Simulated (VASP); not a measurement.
# Ta (Fm-3m) in VASP: further runs

The runs below take Ta through single point, with PBEsol.

Program: VASP 6.6.1. These are calculated values, not measurements. Logs are shortened: lines on timing, memory, paths and dates and some standing lists are left out, and cuts for length are marked.

### Step 1. Starting point

It takes space group Fm-3m (No. 225, cubic). Conventional cell: a = 4.177 Å, b = 4.177 Å, c = 4.177 Å, α = 90.00°, β = 90.00°, γ = 90.00°. Ta (site symmetry m-3m) has 12 Ta at 2.95 Å as nearest neighbours.

This isn't the form of Ta at room conditions, which is bcc.

### Step 2. Single point, PBEsol

File INCAR:

```
SYSTEM = Ta
PREC = Accurate
ENCUT = 700
EDIFF = 1E-6
ISMEAR = 0
SIGMA = 0.1
LREAL = .FALSE.
LASPH = .TRUE.
NELM = 80
ALGO = Normal
ISIF = 2
LWAVE = .FALSE.
LCHARG = .FALSE.
GGA = PS
```

File KPOINTS:

```
Automatic mesh
0
G
  18 18 18
  0 0 0
```

File POSCAR:

```
Ta
1.0
    0.0000000000      2.0883400000      2.0883400000
    2.0883400000      0.0000000000      2.0883400000
    2.0883400000      2.0883400000      0.0000000000
Ta
1
Direct
    0.0000000000      0.0000000000      0.0000000000
```

Potentials or basis: VASP PAW PBE potentials, release 64 (Ta_pv).

The run is started by

```
$ cat potpaw_PBE.64/Ta_pv/POTCAR > POTCAR
$ mpirun -np 1 vasp_std > vasp.out
```

OUTCAR:

```text
SYSTEM = Ta
   PREC = Accurate
   ENCUT = 700
   EDIFF = 1E-6
   ISMEAR = 0
   LREAL = .FALSE.
   LASPH = .TRUE.
   NELM = 80
   ISIF = 2
   GGA = PS

 ion  position               nearest neighbor table
   1  0.000  0.000  0.000-

  LATTYP: Found a face centered cubic cell.
 ALAT       =     4.1766800000

  Lattice vectors:

 A1 = (   0.0000000000,   2.0883400000,   2.0883400000)
 A2 = (   2.0883400000,   0.0000000000,   2.0883400000)
 A3 = (   2.0883400000,   2.0883400000,   0.0000000000)

Analysis of symmetry for initial positions (statically):
=====================================================================
 Subroutine PRICEL returns:
 Original cell was already a primitive cell.

 Routine SETGRP: Setting up the symmetry group for a
 face centered cubic supercell.

 Subroutine GETGRP returns: Found 48 space group operations
 (whereof 48 operations were pure point group operations)
 out of a pool of 48 trial point group operations.

The static configuration has the point symmetry O_h .

Analysis of symmetry for dynamics (positions and initial velocities):
=====================================================================
 Subroutine PRICEL returns:
 Original cell was already a primitive cell.

 Routine SETGRP: Setting up the symmetry group for a
 face centered cubic supercell.

 Subroutine GETGRP returns: Found 48 space group operations
 (whereof 48 operations were pure point group operations)
 out of a pool of 48 trial point group operations.

The dynamic configuration has the point symmetry O_h .

 Subroutine INISYM returns: Found 48 space group operations
 (whereof 48 operations are pure point group operations),
 and found     1 'primitive' translations

----------------------------------------------------------------------------------------

                                     Primitive cell

  volume of cell :      18.2152

  direct lattice vectors                    reciprocal lattice vectors
     0.000000000  2.088340000  2.088340000    -0.239424615  0.239424615  0.239424615
     2.088340000  0.000000000  2.088340000     0.239424615 -0.239424615  0.239424615
     2.088340000  2.088340000  0.000000000     0.239424615  0.239424615 -0.239424615

  length of vectors
     2.953358751  2.953358751  2.953358751     0.414695597  0.414695597  0.414695597

  position of ions in fractional coordinates (direct lattice)
     0.000000000  0.000000000  0.000000000

  ion indices of the primitive-cell ions
   primitive index   ion index
                 1           1

----------------------------------------------------------------------------------------

 KPOINTS: Automatic mesh

Automatic generation of k-mesh.
 Grid dimensions read from file:
 generate k-points for:   18   18   18

 Generating k-lattice:

  Cartesian coordinates                     Fractional coordinates (reciprocal lattice)
    -0.013301367  0.013301367  0.013301367     0.055555556  0.000000000  0.000000000
     0.013301367 -0.013301367  0.013301367     0.000000000  0.055555556  0.000000000
     0.013301367  0.013301367 -0.013301367     0.000000000  0.000000000  0.055555556

  Length of vectors
     0.023038644  0.023038644  0.023038644

  Shift w.r.t. Gamma in fractional coordinates (k-lattice)
     0.000000000  0.000000000  0.000000000

 Subroutine IBZKPT returns following result:
 ===========================================

 Found    195 irreducible k-points:

 Following reciprocal coordinates:
            Coordinates               Weight
  0.000000  0.000000  0.000000      1.000000
  0.055556  0.000000  0.000000      8.000000
  0.111111  0.000000  0.000000      8.000000
  0.166667  0.000000  0.000000      8.000000
  0.222222  0.000000  0.000000      8.000000
  0.277778  0.000000  0.000000      8.000000
[... 16 lines left out ...]
 -0.277778  0.055556  0.000000     24.000000
 -0.222222  0.055556  0.000000     24.000000
 [... further k-points ...]
   k-points           NKPTS =    195   k-points in BZ     NKDIM =    195   number of bands    NBANDS=      9
   number of dos      NEDOS =    301   number of ions     NIONS =      1
   total plane-waves  NPLWV =  21952
   dimension x,y,z NGX =    28 NGY =   28 NGZ =   28
   dimension x,y,z NGXF=    56 NGYF=   56 NGZF=   56
   ions per type =               1
   NGX,Y,Z   is equivalent  to a cutoff of  15.76, 15.76, 15.76 a.u.
   NGXF,Y,Z  is equivalent  to a cutoff of  31.52, 31.52, 31.52 a.u.
 SYSTEM =  Ta
   PREC   = accura    normal or accurate (medium, high low for compatibility)
   ISTART =      0    job   : 0-new  1-cont  2-samecut
   ICHARG =      2    charge: 1-file 2-atom 10-const
   ISPIN  =      1    spin polarized calculation?
   LNONCOLLINEAR =      F non collinear calculations
   LSORBIT =      F    spin-orbit coupling
   LASPH  =      T    aspherical Exc in radial PAW
   ENCUT  =  700.0 eV  51.45 Ry    7.17 a.u.   6.37  6.37  6.37*2*pi/ulx,y,z
   NELM   =     80;   NELMIN=  2; NELMDL= -5     # of ELM steps
   EDIFF  = 0.1E-05   stopping-criterion for ELM
   LREAL  =      F    real-space projection
[... 7 lines left out ...]
   TEBEG  =    0.0;   TEEND  =   0.0 temperature during run
   PSTRESS=    0.0 pullay stress
   NELECT =      11.0000    total number of electrons
   NUPDOWN=      -1.0000    fix difference up-down
   EMIN   =  10.00;   EMAX   =-10.00  energy-range for DOS
   EFERMI =   0.00;   METHOD = LEGACY
   ISMEAR =     0;   SIGMA  =   0.10  broadening in eV -4-tet -1-fermi 0-gaus
   EFERMI_NEDOS =   21; number of points for ismear=-14 and -15
   IALGO  =     38    algorithm
   IMIX   =      4    mixing-type and parameters
     AMIX     =   0.40;   BMIX     =  1.00
     AMIX_MAG =   1.60;   BMIX_MAG =  1.00
  volume/ion in A,a.u.               =      18.22       122.92
  Fermi-wavevector in a.u.,A,eV,Ry     =   1.383761  2.614930 26.052373  1.914795
  Thomas-Fermi vector in A             =   2.508329
   LORBIT       =      0    0 simple, 1 ext, 2 COOP (PROOUT), +10 PAW based schemes
   GGA     = PS    functional components
   LHFCALC =     F    Hartree Fock is set to
   AEXX    =    0.0000 exact exchange contribution
   IVDW    =     0    specifies the selected vdW correction
   LEPSILON=     F    determine dielectric tensor
   LRPA    =     F    only Hartree local field effects (RPA)
 non-spin polarized calculation
 Gauss-broadening in eV      SIGMA  =   0.10
  energy-cutoff  :      700.00
  volume of cell :       18.22
 maximum number of plane-waves:       779
 NGX is ok and might be reduce to    28
   NGX = 13   NGY = 13   NGZ = 13

 number of electron      11.0000001 magnetization

 Free energy of the ion-electron system (eV)
  ---------------------------------------------------
  ext. energy  EPLUGINS =         0.00000000
  ---------------------------------------------------
  free energy    TOTEN  =       -12.28865140 eV

  energy without entropy =      -12.28169946  energy(sigma->0) =      -12.28517543

 E-fermi :   5.6157     XC(G=0): -12.6733

 val. band max:        5.6062329484   @ k =  -0.3889   0.1667   0.0000
 cond. band min:       5.6214037105   @ k =  -0.3889   0.3889   0.1111
 fundamental gap:      0.0151707621
 Fermi energy:         5.6156867876

 k-point     1 :       0.0000    0.0000    0.0000
  band No.  band energies     occupation
      1     -27.8556      2.00000
      2     -27.8556      2.00000
      3     -27.8556      2.00000
      4      -2.6569      2.00000
      5       6.0355      0.00000
      6       6.0355      0.00000
      7       6.0355      0.00000
      8       9.1502      0.00000
      9       9.1502      0.00000

 k-point     2 :       0.0556    0.0000    0.0000
  band No.  band energies     occupation
      1     -27.8925      2.00000
      2     -27.8602      2.00000
      3     -27.8602      2.00000
      4      -2.5275      2.00000
      5       5.9225      0.00001
      6       6.0976      0.00000
      7       6.0976      0.00000
      8       9.0874      0.00000
      9       9.0874      0.00000

 k-point     3 :       0.1111    0.0000    0.0000
  band No.  band energies     occupation
      1     -27.9976      2.00000
      2     -27.8734      2.00000
      3     -27.8734      2.00000
      4      -2.1527      2.00000
      5       5.6298      0.84231
      6       6.2595      0.00000
      7       6.2595      0.00000
      8       8.9446      0.00000
      9       8.9446      0.00000

 k-point     4 :       0.1667    0.0000    0.0000
  band No.  band energies     occupation
      1     -28.1556      2.00000
      2     -27.8936      2.00000
      3     -27.8936      2.00000
      4      -1.5746      2.00000
      5       5.2677      2.00000
      6       6.4361      0.00000
      7       6.4361      0.00000
      8       8.8564      0.00000
      9       8.8564      0.00000

 k-point     5 :       0.2222    0.0000    0.0000
  band No.  band energies     occupation
      1     -28.3447      2.00000
      2     -27.9183      2.00000
      3     -27.9183      2.00000
      4      -0.8714      2.00000
      5       4.9683      2.00000
      6       6.4915      0.00000
      7       6.4915      0.00000
      8       9.0054      0.00000
      9       9.0054      0.00000

 k-point     6 :       0.2778    0.0000    0.0000
  band No.  band energies     occupation
      1     -28.5404      2.00000
      2     -27.9443      2.00000
      3     -27.9443      2.00000
      4      -0.1675      2.00000
      5       4.8697      2.00000
      6       6.3730      0.00000
      7       6.3730      0.00000
      8       9.4657      0.00000
      9       9.4657      0.00000
[... 169 lines left out ...]
 k-point    21 :      -0.3889    0.0556    0.0000
  band No.  band energies     occupation
      1     -28.8903      2.00000
      2     -28.0278      2.00000
      3     -27.9899      2.00000
      4       0.8755      2.00000
      5       5.5665      1.51319
      6       5.9108      0.00003
      7       5.9939      0.00000
      8      10.7079      0.00000
      9      11.5332      0.00000

 k-point    22 :      -0.3333    0.0556    0.0000
  band No.  band energies     occupation
      1     -28.7660      2.00000
      2     -28.0137      2.00000
      3     -27.9676      2.00000
      4       0.6311      2.00000
      5       5.1268      2.00000
      6       5.9880      0.00000
      7       6.1709      0.00000
      8       9.9359      0.00000
      9      10.9382      0.00000

 k-point    23 :      -0.2778    0.0556    0.0000
  band No.  band energies     occupation
      1     -28.6013      2.00000
      2     -27.9920      2.00000
      3     -27.9415      2.00000
      4       0.1505      2.00000
      5       4.8154      2.00000
      6       6.2117      0.00000
      7       6.3939      0.00000
      8       9.1874      0.00000
      9      10.2513      0.00000

 k-point    24 :      -0.2222    0.0556    0.0000
  band No.  band energies     occupation
      1     -28.4139      2.00000
      2     -27.9651      2.00000
      3     -27.9149      2.00000
      4      -0.5239      2.00000
      5       4.8230      2.00000
      6       6.4073      0.00000
      7       6.5745      0.00000
      8       8.6277      0.00000
      9       9.6539      0.00000

 [... further k-points ...]
[... 5 lines left out ...]
  --------------------------------------------------------------------------------------
  -------------------------------------------------------------------------------------
  Total       -0.0001439     -0.0001439     -0.0001439      0.0000000      0.0000000      0.0000000
  in kB       -0.0126544     -0.0126544     -0.0126544      0.0000000      0.0000000      0.0000000
  external PRESSURE =      -0.0126544 kB  Pullay stress =       0.0000000 kB

 VOLUME and BASIS-vectors are now :
 -----------------------------------------------------------------------------
  energy-cutoff  :      700.00
  volume of cell :       18.22
      direct lattice vectors                 reciprocal lattice vectors
     0.000000000  2.088340000  2.088340000    -0.239424615  0.239424615  0.239424615
     2.088340000  0.000000000  2.088340000     0.239424615 -0.239424615  0.239424615
     2.088340000  2.088340000  0.000000000     0.239424615  0.239424615 -0.239424615

 POSITION                                       TOTAL-FORCE (eV/Angst)
 -----------------------------------------------------------------------------------
      0.00000      0.00000      0.00000         0.000000      0.000000      0.000000
 -----------------------------------------------------------------------------------
    total drift:                                0.000000     -0.000000     -0.000000

  FREE ENERGIE OF THE ION-ELECTRON SYSTEM (eV)
  ---------------------------------------------------
  free  energy   TOTEN  =       -12.2886514003 eV

  energy  without entropy=      -12.2816994637  energy(sigma->0) =      -12.28517543
```

It took 20 s on 1 thread of Intel Xeon 6975P-C (Granite Rapids), shared host; peak memory 0.2 GiB.

Results:

```yaml
Free_energy: -12.2887 eV
Pressure: 0.0 GPa
Band_gap_on_the_k_mesh: none (metal or under the smearing width)
```

Caveat: the PAW data sets were made with another functional, which shifts forces and pressure a little.

### Step 3. Single point, PBEsol

INCAR: that of step 2 with these lines changed.

```diff
@@ -2,3 +2,3 @@
 PREC = Accurate
-ENCUT = 700
+ENCUT = 520
 EDIFF = 1E-6
```

File KPOINTS:

```
Automatic mesh
0
G
  26 26 26
  0 0 0
```

POSCAR is that of step 2.

Potentials or basis: VASP PAW PBE potentials, release 64 (Ta_pv).

The run is started by

```
$ cat potpaw_PBE.64/Ta_pv/POTCAR > POTCAR
$ mpirun -np 1 vasp_std > vasp.out
```

Wall time 22 s (1 thread of Intel Xeon 6975P-C (Granite Rapids), shared host); peak memory 0.22 GiB.

The run converged. Its results:

| Quantity | Value |
| --- | --- |
| Free energy | -12.2893 eV |
| Pressure | 0.0 GPa |
| Band gap on the k mesh | none (metal or under the smearing width) |

Levels at points of the mesh, in eV from the Fermi level:
```tsv
k point	band 3	band 4	band 5	band 6	band 7	band 8
(0.00, 0.00, 0.00)	-33.47	-8.27	0.42	0.42	0.42	3.54
(0.50, 0.00, 0.00)	-33.62	-4.76	0.18	0.18	0.81	5.99
(0.50, 0.50, 0.00)	-33.88	-4.58	-3.50	3.09	5.97	6.73
```

Caveat: the PAW data sets were made with another functional, which shifts forces and pressure a little.
